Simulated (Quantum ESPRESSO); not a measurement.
Wanted: the native input for a Quantum ESPRESSO 7.5 run.

- Task: single point
- Functional: PBE
- Potentials or basis: PseudoDojo 0.4.1 SR PBE standard
- Cutoff: 1116 eV
- Density cutoff: 4463 eV
- k mesh: 4 × 4 × 4
- Occupations: fermi-dirac, width 0.05 eV
- Spin: collinear spin, random start
- Starting moments: [-0.56] μB
- Mixing beta: 0.3
- Most SCF iterations: 120
- SCF threshold: 2e-10 Ry

Crystal: Nb.

```
Nb
1.0
    -1.66395    1.66395    1.66395
     1.66395   -1.66395    1.66395
     1.66395    1.66395   -1.66395
Nb
1
Direct
  0.00000 0.00000 0.00000
```

These files were run (other wordings do the same):

pw.in

```
&CONTROL
  calculation = 'scf'
  prefix = 'pwscf'
  outdir = './tmp'
  pseudo_dir = './pseudo'
  tprnfor = .true.
  tstress = .true.
  disk_io = 'nowf'
/
&SYSTEM
  ibrav = 0
  nat = 1
  ntyp = 1
  ecutwfc = 82
  nbnd = 15
  occupations = 'smearing'
  smearing = 'fd'
  degauss = 0.00367493
  nspin = 2
  starting_magnetization(1) = -0.0431
/
&ELECTRONS
  conv_thr = 2d-10
  electron_maxstep = 120
  mixing_beta = 0.3
/
ATOMIC_SPECIES
Nb    92.9064 Nb.upf
CELL_PARAMETERS angstrom
  -1.6639500000    1.6639500000    1.6639500000
   1.6639500000   -1.6639500000    1.6639500000
   1.6639500000    1.6639500000   -1.6639500000
ATOMIC_POSITIONS crystal
Nb     0.0000000000    0.0000000000    0.0000000000
K_POINTS automatic
4 4 4 0 0 0
```

Potentials or basis: PseudoDojo 0.4.1 SR PBE standard.

Command:

```console
$ OMP_NUM_THREADS=1 mpirun -n 2 pw.x -nk 2 -in pw.in > pw.out
```

Results of the run:

| Quantity | Value |
| --- | --- |
| Pressure | 0.9 GPa |
| Band gap on the k mesh | none (metal or under the smearing width) |
| Net moment | 0.00 μB per cell |
| Absolute moment | 0.00 μB per cell |
| Valence electrons inside the program's atomic spheres | Nb 10.89 |

Caveat: the k mesh is coarse (spacing up to 0.67 Å⁻¹), so the values aren't converged.

Run time: 3.1 s on 2 MPI ranks on Intel(R) Xeon(R) CPU @ 2.80GHz (Skylake/Cascade Lake) (shared host), peak memory 0.14 GiB a rank.
